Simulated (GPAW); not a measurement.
## Co: band structure with revPBE

Crystal: Co.

```
Co
1.0
     2.47200    0.00000    0.00000
    -1.23600    2.14081    0.00000
     0.00000    0.00000    4.02114
Co
2
Direct
  0.66667 0.33333 0.75000
  0.33333 0.66667 0.25000
```

```
Program             : GPAW 26.7.0
Task                : band structure
Functional          : revPBE
Potentials or basis : the program's PAW data sets (release 1.2.1) made for this functional
Cutoff              : 600 eV
Basis               : pw
k mesh              : 12 × 12 × 7
Occupations         : fermi-dirac, width 0.05 eV
Spin                : collinear spin, ferromagnetic start
Starting moments    : [2.0, 2.0] μB
Maxiter             : 150
Band path           : GMKGALHA,LM,KH
Band points         : 60
```

```
Pressure                : 9.3 GPa
Band gap along the path : none (metal or under the smearing width)
Net moment              : 3.23 μB per cell
Site moments            : Co +1.70 μB
```

Stress tensor (GPa, compression positive):
```
10.20  0.00  0.00
 0.00 10.20  0.00
 0.00  0.00  7.43
```

Levels at the corners of the path, in eV from the Fermi level:
Spin up:
```tsv
point	band 8	band 9	band 10	band 11	band 12	band 13
Γ	-1.95	-1.95	-0.83	-0.83	-0.28	6.40
M	-0.67	-0.61	-0.52	1.31	3.38	9.73
K	-0.94	-0.94	-0.84	4.54	5.41	5.41
Γ	-1.95	-1.95	-0.83	-0.83	-0.28	6.40
A	-2.72	-1.15	-1.15	-1.15	-1.15	15.01
L	-1.09	-0.58	-0.58	1.54	1.54	7.40
H	-1.94	-0.77	-0.77	5.78	5.78	7.39
A	-2.72	-1.15	-1.15	-1.15	-1.15	15.01
L	-1.09	-0.58	-0.58	1.54	1.54	7.40
M	-0.67	-0.61	-0.52	1.31	3.38	9.73
K	-0.94	-0.94	-0.84	4.54	5.41	5.41
H	-1.94	-0.77	-0.77	5.78	5.78	7.39
```
Spin down:
```
point  band 6  band 7  band 8  band 9  band 10  band 11
    Γ   -0.60   -0.60   -0.40   -0.13    -0.13     1.11
    M   -1.10   -0.65    1.27    1.38     1.44     2.61
    K   -1.43   -0.34    0.95    0.95     1.10     5.35
    Γ   -0.60   -0.60   -0.40   -0.13    -0.13     1.11
    A   -1.03   -1.03   -1.03    0.76     0.76     0.76
    L   -0.03    0.19    0.19    1.37     1.37     2.21
    H   -1.83   -0.18   -0.18    1.15     1.15     6.42
    A   -1.03   -1.03   -1.03    0.76     0.76     0.76
    L   -0.03    0.19    0.19    1.37     1.37     2.21
    M   -1.10   -0.65    1.27    1.38     1.44     2.61
    K   -1.43   -0.34    0.95    0.95     1.10     5.35
    H   -1.83   -0.18   -0.18    1.15     1.15     6.42
```

It took 85 s on 1 thread of Arm Neoverse V1, with other jobs on the host, peak memory 0.27 GiB.
